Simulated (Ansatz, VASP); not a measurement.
**One calculation of InP3, two programs**

```xyz
8
Lattice="3.7150 2.1448 3.2794 -3.7150 2.1448 3.2794 0.0000 -4.2897 3.2794" Properties=species:S:1:pos:R:3 pbc="T T T"
In    0.0000    0.0000    2.6886
In    0.0000    0.0000    7.1496
P     2.0563   -1.1872    6.0033
P     0.0000    2.3744    6.0033
P    -2.0563   -1.1872    6.0033
P    -2.0563    1.1872    3.8349
P     2.0563    1.1872    3.8349
P     0.0000   -2.3744    3.8349
```

Alike in both runs: functional PBEsol; k mesh 6 × 6 × 6; occupations gaussian, width 0.1 eV; no spin polarisation.

Ansatz relaxed the structure, and its values are those at the end. VASP's run is a single point on that final structure, the one shown.

|  | VASP | Ansatz |
| --- | --- | --- |
| version | VASP 6.6.1 | Ansatz 0.2.0 |
| potentials or method | VASP PAW PBE potentials, release 64 (In_d, P) | scalar-relativistic, plane waves, PAW |
| plane-wave cutoff (eV) | 520 | 420 |
| valence electrons in the cell | 56 | 56 |

|  | VASP | Ansatz | Ansatz less VASP |
| --- | --- | --- | --- |
| gap on the k mesh at the Fermi level (eV) | none | none | - |
| pressure (GPa) | 0.0 | 0.0 | +0.02 |
| rms of the force components (eV/Å) | 0.012 | 0.002 | -0.0093 |

A gap of «none» marks a metal or a gap that the smearing closes. With one functional, cell and mesh, what is left measures potentials, basis and numerics.

Caveats: the PAW data sets were made with another functional, which shifts forces and pressure a little (VASP).
